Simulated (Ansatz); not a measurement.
Property card for PtSe$_{2}$

These are results of Ansatz 0.2.0, DFT PBEsol, scalar-relativistic, plane waves, PAW, not measurements.

Settings: cutoff 420 eV, Γ-centred mesh 12×12×8 on the computed 3-atom cell, Gaussian smearing of 0.10 eV; no spin polarisation.

The structure is relaxed at this level of theory with its symmetry kept.

```cif
data_structure
_symmetry_space_group_name_H-M 'P-3m1'
_symmetry_Int_Tables_number 164
_cell_length_a 3.7607
_cell_length_b 3.7607
_cell_length_c 4.8633
_cell_angle_alpha 90.000
_cell_angle_beta 90.000
_cell_angle_gamma 120.000
_cell_volume 59.57
loop_
_atom_site_label
_atom_site_type_symbol
_atom_site_symmetry_multiplicity
_atom_site_Wyckoff_symbol
_atom_site_fract_x
_atom_site_fract_y
_atom_site_fract_z
_atom_site_occupancy
Pt1 Pt 1 a 0.00000 0.00000 0.00000 1
Se1 Se 2 d 0.33333 0.66667 0.26068 1
```

(1) Formation energy from the elements' standard states (uncorrected)?

(2) Density of states at the Fermi level?

(3) Löwdin character within 0.5 eV of the Fermi level?

(4) Bader charges (e)?

Spin-orbit coupling is left out, which matters for the bands of heavy elements.

## Answers

(1) -0.411 eV/atom.

(2) 0.47 states/eV per cell.

(3) Se 4p 61 %, Pt 5d 30 %.

(4) Pt (1 in the cell) 0.03, Se (2 in the cell) -0.02.